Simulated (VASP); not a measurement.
A run of VASP 6.6.1 is set up as follows.

INCAR

```
PREC = Accurate ; ENCUT = 300
EDIFF = 1E-6 ; ISMEAR = 1
SIGMA = 0.1 ; LREAL = False
LASPH = True ; NELM = 80
ALGO = Normal ; ISIF = 3
LWAVE = False ; LCHARG = False
GGA = PE ; IBRION = 2
NSW = 90 ; EDIFFG = -0.01
```

KPOINTS

```
Automatic mesh
0
Gamma
  8 8 4
```

Contents of POSCAR:

```
Sc
1.0
    3.3090000000      0.0000000000      0.0000000000
   -1.6545000000      2.8656780611      0.0000000000
    0.0000000000      0.0000000000      5.2733000000
Sc
2
Direct
    0.3333333333      0.6666666667      0.2500000000
    0.6666666667      0.3333333333      0.7500000000
```

Potentials or basis: VASP PAW PBE potentials, release 64 (Sc_sv).

Command:

```console
$ cat potpaw_PBE.64/Sc_sv/POTCAR > POTCAR
$ mpirun -np 1 vasp_std > vasp.out
```

(1) Predict the band gap on the k mesh.

(2) Predict the relaxed cell.

(3) What does it give for the space group after relaxing (to 0.05 Å)?

(4) Predict the relaxed volume.

Results:

(1) none (metal or under the smearing width).

(2) a = 3.312 Å, b = 3.312 Å, c = 5.133 Å, α = 90.00°, β = 90.00°, γ = 120.00°.

(3) P6_3/mmc (No. 194).

(4) 24.39 Å³/atom.
